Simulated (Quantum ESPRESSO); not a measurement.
# FeO (Pm-3m) in Quantum ESPRESSO: single point with WC

Aim: the single point of FeO with WC.

Everything below comes from runs of Quantum ESPRESSO 7.5. Logs are shortened: lines on timing, memory, paths and dates and some standing lists are left out, and cuts for length are marked.

**1. The undisturbed crystal**

The structure is cubic, space group Pm-3m (No. 221). The conventional cell has a = 2.612 Å, b = 2.612 Å, c = 2.612 Å, α = 90.00°, β = 90.00°, γ = 90.00°. Fe (site symmetry m-3m) is surrounded by 8 O at 2.26 Å. O (site symmetry m-3m) is surrounded by 8 Fe at 2.26 Å.

The cell comes from a database or a generator and needn't be the stable form of this composition.

**2. Single point, WC (atoms moved at random, drawn with an rms of 0.1 Å)**

The input, pw.in:

```
&CONTROL
  calculation = 'scf'
  prefix = 'pwscf'
  outdir = './tmp'
  pseudo_dir = './pseudo'
  tprnfor = .true.
  tstress = .true.
  disk_io = 'low'
/
&SYSTEM
  ibrav = 0
  celldm(1) = 8
  nat = 2
  ntyp = 2
  ecutwfc = 91
  nbnd = 18
  input_dft = 'wc'
  occupations = 'smearing'
  smearing = 'fd'
  degauss = 0.00367493
/
&ELECTRONS
  conv_thr = 4d-10
  electron_maxstep = 120
  mixing_beta = 0.5
/
ATOMIC_SPECIES
Fe    55.8450 Fe.upf
O     15.9990 O.upf
CELL_PARAMETERS alat
  0.6171065137003   0.0000000000000   0.0000000000000
  0.0000000000000   0.6171065137003   0.0000000000000
  0.0000000000000   0.0000000000000   0.6171065137003
ATOMIC_POSITIONS crystal
Fe     0.0084650000   -0.0078320000   -0.0018410000
O      0.5131310000    0.4940090000    0.4996010000
K_POINTS automatic
7 7 7 0 0 0
```

The input, scf2.in:

```
&CONTROL
  calculation = 'scf'
  prefix = 'pwscf'
  outdir = './tmp'
  pseudo_dir = './pseudo'
  tprnfor = .true.
  tstress = .true.
  disk_io = 'low'
/
&SYSTEM
  ibrav = 0
  celldm(1) = 8
  nat = 2
  ntyp = 2
  ecutwfc = 91
  nbnd = 18
  input_dft = 'wc'
  occupations = 'smearing'
  smearing = 'fd'
  degauss = 0.00367493
/
&ELECTRONS
  conv_thr = 1d-11
  electron_maxstep = 120
  mixing_beta = 0.5
  startingpot = 'file'
  startingwfc = 'file'
/
ATOMIC_SPECIES
Fe    55.8450 Fe.upf
O     15.9990 O.upf
CELL_PARAMETERS alat
  0.6171065137003   0.0000000000000   0.0000000000000
  0.0000000000000   0.6171065137003   0.0000000000000
  0.0000000000000   0.0000000000000   0.6171065137003
ATOMIC_POSITIONS crystal
Fe     0.0084650000   -0.0078320000   -0.0018410000
O      0.5131310000    0.4940090000    0.4996010000
K_POINTS automatic
7 7 7 0 0 0
```

Potentials or basis: Ansatz NC SR PBE.

On the command line:

```
$ OMP_NUM_THREADS=1 pw.x -in pw.in > pw.out
$ OMP_NUM_THREADS=1 pw.x -in scf2.in > scf2.out
```

pw.out:

```text
[... set-up lines left out ...]
     Self-consistent Calculation

     iteration #  1     ecut=    91.00 Ry     beta= 0.50
     Davidson diagonalization with overlap
     ethr =  1.00E-02,  avg # of iterations =  3.3

     Threshold (ethr) on eigenvalues was too large:
     Diagonalizing with lowered threshold

     Davidson diagonalization with overlap
     ethr =  2.87E-04,  avg # of iterations =  1.3

     total energy              =    -293.76403944 Ry
     estimated scf accuracy    <       0.06351087 Ry

     iteration #  2     ecut=    91.00 Ry     beta= 0.50
     Davidson diagonalization with overlap
     ethr =  2.89E-04,  avg # of iterations =  2.0

     total energy              =    -293.74752671 Ry
     estimated scf accuracy    <       0.34369072 Ry

     iteration #  3     ecut=    91.00 Ry     beta= 0.50
     Davidson diagonalization with overlap
     ethr =  2.89E-04,  avg # of iterations =  2.0

     total energy              =    -293.79330748 Ry
     estimated scf accuracy    <       0.00375248 Ry

     iteration #  4     ecut=    91.00 Ry     beta= 0.50
     Davidson diagonalization with overlap
     ethr =  1.71E-05,  avg # of iterations =  1.1

     total energy              =    -293.79363232 Ry
     estimated scf accuracy    <       0.00027041 Ry

     iteration #  5     ecut=    91.00 Ry     beta= 0.50
     Davidson diagonalization with overlap
     ethr =  1.23E-06,  avg # of iterations =  1.8

     total energy              =    -293.79365679 Ry
     estimated scf accuracy    <       0.00005531 Ry

     iteration #  6     ecut=    91.00 Ry     beta= 0.50
     Davidson diagonalization with overlap
     ethr =  2.51E-07,  avg # of iterations =  1.3

     total energy              =    -293.79366353 Ry
     estimated scf accuracy    <       0.00000040 Ry

     iteration #  7     ecut=    91.00 Ry     beta= 0.50
     Davidson diagonalization with overlap
     ethr =  1.84E-09,  avg # of iterations =  2.7

     total energy              =    -293.79366371 Ry
     estimated scf accuracy    <       0.00000021 Ry

     iteration #  8     ecut=    91.00 Ry     beta= 0.50
     Davidson diagonalization with overlap
     ethr =  9.38E-10,  avg # of iterations =  1.0

     total energy              =    -293.79366372 Ry
     estimated scf accuracy    <       0.00000003 Ry

     iteration #  9     ecut=    91.00 Ry     beta= 0.50
     Davidson diagonalization with overlap
     ethr =  1.38E-10,  avg # of iterations =  2.0

     total energy              =    -293.79366373 Ry
     estimated scf accuracy    <          1.7E-09 Ry

     iteration # 10     ecut=    91.00 Ry     beta= 0.50
     Davidson diagonalization with overlap
     ethr =  7.59E-12,  avg # of iterations =  1.5

     End of self-consistent calculation

     Number of k-points >= 100: set verbosity='high' to print the bands.

     the Fermi energy is    15.7997 ev

!    total energy              =    -293.79366373 Ry
     estimated scf accuracy    <          2.4E-10 Ry
     smearing contrib. (-TS)   =      -0.00275341 Ry
     internal energy E=F+TS    =    -293.79091032 Ry

     The total energy is F=E-TS. E is the sum of the following terms:
     one-electron contribution =    -108.33392602 Ry
     hartree contribution      =      69.26348943 Ry
     xc contribution           =     -55.71681823 Ry
     ewald contribution        =    -199.00365550 Ry

     convergence has been achieved in  10 iterations

     Forces acting on atoms (cartesian axes, Ry/au):

     atom    1 type  1   force =    -0.00243127   -0.00096307   -0.00075133
     atom    2 type  2   force =     0.00243127    0.00096307    0.00075133

     Total force =     0.003848     Total SCF correction =     0.000003

     Computing stress (Cartesian axis) and pressure

          total   stress  (Ry/bohr**3)                   (kbar)     P=     -269.66
  -0.00183304   0.00000026   0.00000021         -269.65        0.04        0.03
   0.00000026  -0.00183318   0.00000008            0.04     -269.67        0.01
   0.00000021   0.00000008  -0.00183319            0.03        0.01     -269.67

=------------------------------------------------------------------------------=
   JOB DONE.
=------------------------------------------------------------------------------=
```

It took 79 s on 1 thread of Arm Neoverse V2, shared host; peak memory 0.12 GiB.

What came out:

| Item | Value |
| --- | --- |
| Free energy | -3997.2664 eV |
| Pressure | -27.0 GPa |
| Largest force | 0.070 eV/Å |
| Band gap on the k mesh | none (metal or under the smearing width) |

Forces in eV/Å, atoms in the order of the input:
```
Fe  -0.063 -0.025 -0.019
O    0.063  0.025  0.019
```

Caveat: the k mesh is coarse; the potentials were made for another functional, which shifts forces and pressure; the run has no spin polarisation, though such a crystal can be magnetic; semilocal functionals often make such compounds metallic where correlation or magnetic order opens a gap, which also shifts bond lengths. Spin polarisation is off, so any magnetic state and its effect on volume and gap are missing.
